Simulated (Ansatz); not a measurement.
**How far is PAW off for Bi₂Se₃?**

```
Bi Se
1.0
     2.07150    1.19598    9.54533
    -2.07150    1.19598    9.54533
     0.00000   -2.39196    9.54533
Bi Se
2 3
Direct
  0.40080 0.40080 0.40080
  0.59920 0.59920 0.59920
  0.00000 0.00000 0.00000
  0.21170 0.21170 0.21170
  0.78830 0.78830 0.78830
```

Atom numbers follow the list: Bi1, Bi2, Se3, Se4, Se5.

The cell is COD entry 9011965, as deposited and not checked against the literature; nothing was relaxed.

Spin–orbit coupling is left out, though it moves levels of the heavy atoms by tenths of an eV or more.

Methods: DFT, PBE, PAW with Ansatz's default frozen-core files, scalar-relativistic (Ansatz 0.2.0); DFT, PBE, all-electron LAPW, scalar-relativistic (Ansatz 0.2.0).

For PAW: a Γ-centred 6×6×6 k mesh, Fermi–Dirac smearing of 0.03 eV, cutoff 420 eV, no spin polarisation. LAPW targets a basis error of 0.5 meV/atom. The Ansatz runs share mesh, smearing and spin set-up. Plane-wave (PAW) pressures include the program's estimate of the Pulay term.

Stress and pressure are positive in compression.

Levels count from the top of the valence band.

```json
{"quantity": "pressure (GPa)", "PAW": "2.52", "LAPW": "2.53"}
{"quantity": "force on Bi1, z (eV/Å)", "PAW": "-0.181", "LAPW": "-0.181"}
{"quantity": "force on Se4, z (eV/Å)", "PAW": "-0.176", "LAPW": "-0.177"}
{"quantity": "band gap (eV)", "PAW": "0.221", "LAPW": "0.221"}
{"quantity": "highest filled level at H2 (eV)", "PAW": "-0.702", "LAPW": "-0.702"}
{"quantity": "lowest empty level at H2 (eV)", "PAW": "1.658", "LAPW": "1.658"}
{"quantity": "highest filled level at S2 (eV)", "PAW": "-0.688", "LAPW": "-0.688"}
{"quantity": "lowest empty level at S2 (eV)", "PAW": "1.665", "LAPW": "1.665"}
{"quantity": "highest filled level at S0 (eV)", "PAW": "-0.688", "LAPW": "-0.688"}
{"quantity": "lowest empty level at S0 (eV)", "PAW": "1.665", "LAPW": "1.665"}
```
